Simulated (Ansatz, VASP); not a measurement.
Mo in VASP and in Ansatz

```xyz
1
Lattice="2.6086 0.0000 0.0000 0.0000 2.6086 0.0000 0.0000 0.0000 2.6086" Properties=species:S:1:pos:R:3 pbc="T T T"
Mo    0.0000    0.0000    0.0000
```

Alike in both runs: task single point; functional PBEsol; k mesh 14 × 14 × 14; occupations fermi-dirac, width 0.1 eV; no spin polarisation.

|  | VASP | Ansatz |
| --- | --- | --- |
| version | VASP 6.6.1 | Ansatz 0.2.0 |
| potentials or method | VASP PAW PBE potentials, release 64 (Mo_sv) | plane waves (420 eV) with PAW, scalar-relativistic |
| plane-wave cutoff (eV) | 520 | 420 |
| valence electrons in the cell | 14 | 14 |

VASP gave:

```
pressure (GPa) : -8.0
```

Problem. Which values does Ansatz return?

Solution. Pressure (GPa): -8.4.

The functional is the same, so the differences come from potentials, cutoffs and numerics. Ansatz warned: «pseudo_functional_mismatch».

Caveats: the PAW data sets were made with another functional, which shifts forces and pressure a little (VASP).
